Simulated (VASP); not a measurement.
# CO2 (P4_2/mnm) in VASP: settings compared, part 2 of 2

VASP 6.6.1.

## Step 5: Relaxation of the atoms, revPBE+D2 (volume scaled by 1.15)

File run.py:

```python
from ase.calculators.vasp import Vasp
from ase.io import read
from ase.optimize import BFGS

atoms = read('CO2.cif')
calc = Vasp(
    directory='calc',
    xc='revpbe',
    pp='PBE',
    setups='gw',
    prec='Accurate',
    encut=600,
    ediff=1e-07,
    ismear=0,
    sigma=0.01,
    lreal=False,
    lasph=True,
    nelm=60,
    algo='Normal',
    isif=2,
    lwave=False,
    lcharg=False,
    ivdw=1,
    kpts=[6, 6, 6],
    gamma=True,
)
atoms.calc = calc
opt = BFGS(atoms, trajectory='relax.traj')
converged = opt.run(fmax=0.02, steps=40)
print('converged:', converged)

print('energy (eV):', atoms.get_potential_energy())
print('free energy (eV):', atoms.get_potential_energy(force_consistent=True))
print('forces (eV/A):')
print(atoms.get_forces())
print('stress (eV/A^3, Voigt):', atoms.get_stress())
print('Fermi level (eV):', calc.get_fermi_level())
print('cell (A, degrees):', atoms.cell.cellpar())
print('volume (A^3):', atoms.get_volume())
print('scaled positions:')
print(atoms.get_scaled_positions())
```

File CO2.cif:

```cif
data_CO2
_cell_length_a 4.42880668
_cell_length_b 4.42880668
_cell_length_c 4.91132932
_cell_angle_alpha 90.00000000
_cell_angle_beta 90.00000000
_cell_angle_gamma 90.00000000
_space_group_name_H-M_alt 'P1'
_space_group_name_Hall 'P 1'
_space_group_IT_number 1
loop_
_space_group_symop_operation_xyz
'x,y,z'
loop_
_atom_site_label
_atom_site_type_symbol
_atom_site_symmetry_multiplicity
_atom_site_Wyckoff_symbol
_atom_site_fract_x
_atom_site_fract_y
_atom_site_fract_z
_atom_site_occupancy
O1 O 1 a 0.8048268600 0.8048268600 0.0000000000 1
O2 O 1 a 0.1951731400 0.1951731400 0.0000000000 1
O3 O 1 a 0.6951731400 0.3048268600 0.5000000000 1
O4 O 1 a 0.3048268600 0.6951731400 0.5000000000 1
C1 C 1 a 0.0000000000 0.0000000000 0.0000000000 1
C2 C 1 a 0.5000000000 0.5000000000 0.5000000000 1
```

Potentials or basis: VASP PAW PBE potentials, release 64 (O_GW, C_GW).

Run with:

```
python run.py
```

Log:

```text
Step     Time          Energy          fmax
BFGS:    0 --:--:--      -44.962702        4.124998
BFGS:    1 --:--:--      -45.356338        1.156616
BFGS:    2 --:--:--      -45.380582        0.196091
BFGS:    3 --:--:--      -45.381349        0.007434
converged: True
energy (eV): -45.38134869
free energy (eV): -45.38134869
forces (eV/A):
[[ 0.00525667  0.00525667  0.        ]
 [-0.00525667 -0.00525667 -0.        ]
 [-0.00525667  0.00525667  0.        ]
 [ 0.00525667 -0.00525667  0.        ]
 [ 0.          0.          0.        ]
 [ 0.          0.          0.        ]]
stress (eV/A^3, Voigt): [-0.00070377 -0.00070377 -0.00046057 -0.         -0.          0.        ]
Fermi level (eV): -3.7911341
cell (A, degrees): [ 4.42880668  4.42880668  4.91132932 90.         90.         90.        ]
volume (A^3): 96.33242718857623
scaled positions:
[[0.81247374 0.81247374 0.        ]
 [0.18752626 0.18752626 0.        ]
 [0.68752626 0.31247374 0.5       ]
 [0.31247374 0.68752626 0.5       ]
 [0.         0.         0.        ]
 [0.5        0.5        0.5       ]]
```

OUTCAR:

```text
ENCUT = 600.000000
   EDIFF = 1.00e-07
   GGA = RE
   PREC = Accurate
   ISIF = 2
   ISMEAR = 0
   NELM = 60
   IVDW = 1
   LASPH = .TRUE.
   LREAL = .FALSE.
  IVDW =   1

 ion  position               nearest neighbor table
   1  0.812  0.812  0.000-   5 1.17
   2  0.188  0.188  0.000-   5 1.17
   3  0.688  0.312  0.500-   6 1.17
[... 776 lines left out ...]

 VOLUME and BASIS-vectors are now :
 -----------------------------------------------------------------------------
  energy-cutoff  :      600.00
  volume of cell :       96.33
      direct lattice vectors                 reciprocal lattice vectors
     4.428806680  0.000000000  0.000000000     0.225794457  0.000000000  0.000000000
     0.000000000  4.428806680  0.000000000     0.000000000  0.225794457  0.000000000
     0.000000000  0.000000000  4.911329320     0.000000000  0.000000000  0.203610863

 POSITION                                       TOTAL-FORCE (eV/Angst)
 -----------------------------------------------------------------------------------
      3.59829      3.59829      0.00000         0.005257      0.005257      0.000000
      0.83052      0.83052      0.00000        -0.005257     -0.005257     -0.000000
      3.04492      1.38389      2.45566        -0.005257      0.005257      0.000000
      1.38389      3.04492      2.45566         0.005257     -0.005257      0.000000
      0.00000      0.00000      0.00000         0.000000      0.000000      0.000000
      2.21440      2.21440      2.45566         0.000000      0.000000      0.000000
 -----------------------------------------------------------------------------------
    total drift:                                0.000000      0.000000     -0.000000

  FREE ENERGIE OF THE ION-ELECTRON SYSTEM (eV)
  ---------------------------------------------------
  free  energy   TOTEN  =       -45.3813486927 eV

  energy  without entropy=      -45.3813486927  energy(sigma->0) =      -45.38134869
```

INCAR:

```text
ENCUT = 600.000000
SIGMA = 0.010000
EDIFF = 1.00e-07
ALGO = Normal
GGA = RE
PREC = Accurate
ISIF = 2
ISMEAR = 0
NELM = 60
IVDW = 1
LASPH = .TRUE.
LCHARG = .FALSE.
LWAVE = .FALSE.
LREAL = .FALSE.
```

Wall time 2.8 min (1 thread of AMD EPYC 9R45 (Zen 5), shared host); peak memory 0.21 GiB.

Results:

| Property | Result |
| --- | --- |
| Free energy | -45.3813 eV |
| Energy gained by relaxing | 69.8 meV/atom |
| Ionic steps | 4 |
| Pressure after relaxing | 0.1 GPa |
| Largest force after relaxing | 0.007 eV/Å |
| Band gap on the k mesh | 6.72 eV, indirect (least direct gap 7.06 eV) |
| Dispersion energy per atom | -0.084 eV |

Forces in eV/Å, atoms in the order of the input:
```
O    0.005  0.005  0.000
O   -0.005 -0.005  0.000
O   -0.005  0.005  0.000
O    0.005 -0.005  0.000
C    0.000  0.000  0.000
C    0.000  0.000  0.000
```

Step by step:
| step | energy change (eV) | largest force (eV/Å) | pressure (GPa) |
| --- | --- | --- | --- |
| 1 | 0.0000 | 4.1250 | -10.80 |
| 2 | -0.3936 | 1.1566 | 3.04 |
| 3 | -0.4179 | 0.1961 | -0.38 |
| 4 | -0.4186 | 0.0074 | 0.10 |

Final structure:
```
CELL_PARAMETERS angstrom
4.42881 0.00000 0.00000
0.00000 4.42881 0.00000
0.00000 0.00000 4.91133
ATOMIC_POSITIONS crystal
O 0.81247 0.81247 0.00000
O 0.18753 0.18753 0.00000
O 0.68753 0.31247 0.50000
O 0.31247 0.68753 0.50000
C 0.00000 0.00000 0.00000
C 0.50000 0.50000 0.50000
```

Caveat: the standard files for N, O and F lose accuracy on very short bonds; the PAW data sets were made with another functional, which shifts forces and pressure a little. A k mesh can miss the band edges.

## Step 6: The runs side by side

```tsv
task	level	potentials or basis	cell	cutoff (eV)	smearing	optimiser	gap on the mesh (eV)	pressure (GPa)	largest force (eV/Å)
single point	PBE	VASP PAW PBE potentials, release 64 (O_GW, C_GW)	as given	550	gaussian 0.02 eV	-	6.58	3.1	0.44
atomic charges	TPSS+TS	VASP PAW PBE potentials, release 64 (O, C)	as given	500	fermi-dirac 0.1 eV	-	7.01	2.5	0.55
relaxation of the atoms	revPBE+D2	VASP PAW PBE potentials, release 64 (O_GW, C_GW)	atoms relaxed from: volume scaled by 1.15	600	gaussian 0.01 eV	BFGS	6.72	0.1	0.01
```

Alike in all rows: no spin polarisation; k mesh 6 × 6 × 6.

Caveats: the standard files for N, O and F lose accuracy on very short bonds; the PAW data sets were made with another functional, which shifts forces and pressure a little (some runs).

Total energies depend on the potentials used, so only differences within one code and one set of settings carry meaning.
